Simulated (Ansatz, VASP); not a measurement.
Given: the input of a run of Ansatz 0.2.0 on TiB2.

File input.yaml:

```yaml
crystal:
  lattice:
    - [3.0088691861, 0.0, 0.0]
    - [-1.504434593, 2.6057571518, 0.0]
    - [0.0, 0.0, 3.206732233]
  atoms:
    - { symbol: Ti, position: [0.0, 0.0, 0.0] }
    - { symbol: B, position: [0.6666666667, 0.3333333333, 0.5] }
    - { symbol: B, position: [0.3333333333, 0.6666666667, 0.5] }
kpoints:
  mp_grid: { grid: [10, 10, 8] }
scf:
  occupations: { method: fermi_dirac, width: 0.05 }
hamiltonian:
  xc: pbe
  pseudopotentials: { kind: all_electron, lapw: { basis_error: 0.001 } }
output:
  forces: true
  stress: true
  eigenvalues: true
```

Potentials or basis: all-electron LAPW, scalar-relativistic.

Launch:

```sh
$ ansatz run input.yaml --threads 2 --pin off --max-ram 6144MiB --backend cpu --events-out ev --progress --plain --runs-dir out
```

Problem. Translate it to VASP 6.6.1. Potentials there: VASP PAW PBE potentials, release 64 (Ti_sv, B).

Solution. As run (the cutoff follows the program's own potentials):

Contents of INCAR:

```
PREC = Accurate ; ENCUT = 520
EDIFF = 1E-7 ; ISMEAR = -1
SIGMA = 0.05 ; LREAL = F
LASPH = T ; NELM = 100
ALGO = Normal ; ISIF = 2
LWAVE = F ; LCHARG = F
GGA = PE ; NBANDS = 16
```

KPOINTS

```
regular mesh
0
Gamma
  10 10 8
```

The input POSCAR:

```
TiB2
1.0
    3.0088691861      0.0000000000      0.0000000000
   -1.5044345930      2.6057571518      0.0000000000
    0.0000000000      0.0000000000      3.2067322330
Ti B
1 2
Direct
    0.0000000000      0.0000000000      0.0000000000
    0.6666666667      0.3333333333      0.5000000000
    0.3333333333      0.6666666667      0.5000000000
```

Potentials or basis: VASP PAW PBE potentials, release 64 (Ti_sv, B).

The run is started by

```console
$ cat potpaw_PBE.64/Ti_sv/POTCAR potpaw_PBE.64/B/POTCAR > POTCAR
$ mpirun -np 1 vasp_std > vasp.out
```

Both were run:

|  | VASP | Ansatz | Ansatz less VASP |
| --- | --- | --- | --- |
| gap on the k mesh at the Fermi level (eV) | none | none | - |
| pressure (GPa) | 5.9 | 5.7 | -0.17 |
| largest component of the traceless stress (GPa) | 1.04 | 1.01 | -0.021 |

A gap of «none» marks a metal or a gap that the smearing closes. Ansatz ran all-electron here, so the differences hold the error of VASP's frozen core and of both bases.
